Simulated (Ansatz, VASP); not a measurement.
## One calculation of AlN, two programs

The input INCAR:

```
SYSTEM = AlN
ALGO = Normal
EDIFF = 1E-6
EDIFFG = -0.01
ENCUT = 600
GGA = PE
IBRION = 2
ISIF = 4
ISMEAR = 0
LASPH = .True.
LCHARG = .False.
LREAL = .False.
LWAVE = .False.
NELM = 60
NSW = 60
PREC = Accurate
SIGMA = 0.05
```

File KPOINTS:

```
k-points
0
Gamma
  10 10 6
  0 0 0
```

POSCAR

```
AlN
1.0
    2.9262791231      0.0000000000      0.0000000000
   -1.4631395616      2.5342320591      0.0000000000
    0.0000000000      0.0000000000      4.5934827463
Al N
2 2
Direct
    0.3333333333      0.6666666667     -0.0039983851
    0.6666666667      0.3333333333      0.4960016149
    0.3333333333      0.6666666667      0.3839983851
    0.6666666667      0.3333333333      0.8839983851
```

Input for Ansatz:

```yaml
crystal:
  lattice:
    - [2.9262791231, 0.0, 0.0]
    - [-1.4631395616, 2.5342320591, 0.0]
    - [0.0, 0.0, 4.5934827463]
  atoms:
    - { symbol: Al, position: [0.3333333333, 0.6666666667, -0.0039983851] }
    - { symbol: Al, position: [0.6666666667, 0.3333333333, 0.4960016149] }
    - { symbol: "N", position: [0.3333333333, 0.6666666667, 0.3839983851] }
    - { symbol: "N", position: [0.6666666667, 0.3333333333, 0.8839983851] }
basis:
  ecutwfc: 420
  ecutrho_ratio: 4
kpoints:
  mp_grid: { grid: [10, 10, 6] }
hamiltonian:
  xc: pbe
scf:
  occupations: { method: gaussian, width: 0.05 }
output:
  forces: true
  stress: true
  eigenvalues: true
relax:
  f_tol: 0.01
  max_steps: 40
  cell: { stress_tol: 0.1, fix: [volume] }
```

Alike in both runs: task relaxation of shape and atoms at fixed volume; functional PBE; k mesh 10 × 10 × 6; occupations gaussian, width 0.05 eV; no spin polarisation.

```csv
,VASP,Ansatz
version,VASP 6.6.1,Ansatz 0.2.0
potentials or method,"VASP PAW PBE potentials, release 64 (Al, N)","scalar-relativistic, plane waves, PAW"
plane-wave cutoff (eV),600,420
valence electrons in the cell,16,16
```

VASP gave:

* gap on the k mesh at the Fermi level, each at its own relaxed structure (eV): 5.13
* relaxed volume (Å³/atom): 8.52
* relaxed cell length with the largest relative difference (Å): 4.519
* energy change over the relaxation (meV/atom): -1

**Question.** What did Ansatz give for the same quantities?

**Answer.** gap on the k mesh at the Fermi level, each at its own relaxed structure (eV): 5.14; relaxed volume (Å³/atom): 8.52; relaxed cell length with the largest relative difference (Å): 4.523; energy change over the relaxation (meV/atom): -1.

Caveats: a pressure of tens of GPa on the cell as given is suspect, and the run, the potentials or the cell itself is likely at fault (VASP). A k mesh can miss the band edges. Expect the measured gap to be larger: semilocal functionals such as PBE lack the derivative discontinuity.
